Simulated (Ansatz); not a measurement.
Working through densities of the highest filled and lowest empty bands of ZrO2, space group Fm-3m

Program: the Ansatz DFT code, driven from Python.

The cells in order, each with its output:

In [1]:
```python
import itertools

import ansatz as az
import numpy as np
```

In [2]:
```python
lattice = az.Lattice.of(
    (0.0, 2.535, 2.535),
    (2.535, 0.0, 2.535),
    (2.535, 2.535, 0.0),
)
sites = [
    ('Zr', (0.0, 0.0, 0.0)),
    ('O', (0.25, 0.25, 0.25)),
    ('O', (0.75, 0.75, 0.75)),
]
cell = az.Crystal(lattice=lattice)
for symbol, position in sites:
    cell = cell.atom(symbol, position)
```

In [3]:
```python
len(cell.resolved().sites)
```
Out [3]:
```text
3
```

In [4]:
```python
calculation = (
    cell.calculation()
    .kpoints(6)
    .functional('PBE')
    .occupations('fixed')
    .band_densities([('v1', 'v1'), ('c1', 'c1')])
)
done = calculation.run(threads=1)
r = done.report
```
```text
DeckWarning: basis.ecutwfc = 420 eV, auto-derived from the records' recommended cutoffs: set by Zr (normal level)
```

In [5]:
```python
sorted(key for key in r if key.endswith('_ev'))
```
Out [5]:
```text
['band_edges_ev', 'eigenvalues_ev', 'energy_sigma0_ev', 'entropy_ts_ev', 'fermi_energy_ev',
 'free_energy_ev', 'gap_by_band_count_ev', 'harris_foulkes_ev', 'internal_energy_ev',
 'lagrangian_ev', 'lagrangian_sigma0_ev', 'loop_eigenvalues_ev', 'loop_fermi_energy_ev',
 'occupations_fermi_energy_ev', 'residual_norms_ev']
```

In [6]:
```python
r['n_electrons']
```
Out [6]:
```text
24.0
```

In [7]:
```python
cell = np.asarray(done.lattice.cell_ang)
for names, window in zip([('v1', 'v1'), ('c1', 'c1')], done.band_densities().windows):
    density = window.outcome.density
    rho = density.channels[0].density_e_per_ang3
    axes = density.fft_grid_basis @ cell
    points = np.stack(np.meshgrid(*(np.arange(n) / n for n in rho.shape), indexing='ij'), axis=-1)
    print('bands', names, 'electrons', np.round(window.outcome.n_electrons, 3), 'peak', round(float(rho.max()), 3), 'e/A^3')
    for index, site in enumerate(done.lattice.sites):
        offset = points - np.asarray(site.position_ang) @ np.linalg.inv(axes)
        offset -= np.round(offset)
        distance = np.min([np.linalg.norm((offset + image) @ axes, axis=-1) for image in itertools.product((-1, 0, 1), repeat=3)], axis=0)
        print(f'   {index} {site.symbol:2s} {100 * rho[distance < 1.0].sum() / rho.sum():5.1f} % within 1.0 A')
```
```text
bands ('v1', 'v1') electrons [2.] peak 1.066 e/A^3
   0 Zr   4.0 % within 1.0 A
   1 O   41.6 % within 1.0 A
   2 O   41.6 % within 1.0 A
bands ('c1', 'c1') electrons [2.] peak 0.554 e/A^3
   0 Zr  45.2 % within 1.0 A
   1 O    6.9 % within 1.0 A
   2 O    6.9 % within 1.0 A
```

Caveats:
- The run is spin-unpolarised.
- Semilocal gaps usually lie well under measured ones.
- The Fermi level of a run with fixed occupations marks the highest occupied state on its mesh, not mid-gap.
- Of the deposited cell: the entry's cell lengths or inner coordinates differ somewhat from later room-temperature determinations.
- This is a high-temperature or high-pressure form, not the ambient phase.
- The starting cell is as deposited in a crystallographic database; the results hold for this polymorph, which needn't be the stable one.
- Gaps and levels are Kohn-Sham values on a finite set of k-points, without spin-orbit coupling.
- Warnings are shown shortened and without file and line.
- The windows are summed over all k-points with every state counted as full, the empty ones too; where a window cuts a degenerate level its bands share the weight. Values near the nuclei depend on the potentials. Spheres that overlap count density twice, so shares are no populations.
- Hardware and time: 1 s on 1 thread of Arm Neoverse V2 (shared host), peak memory 0.33 GiB.

(Lines on the test bed's own set-up are left out of the output.)
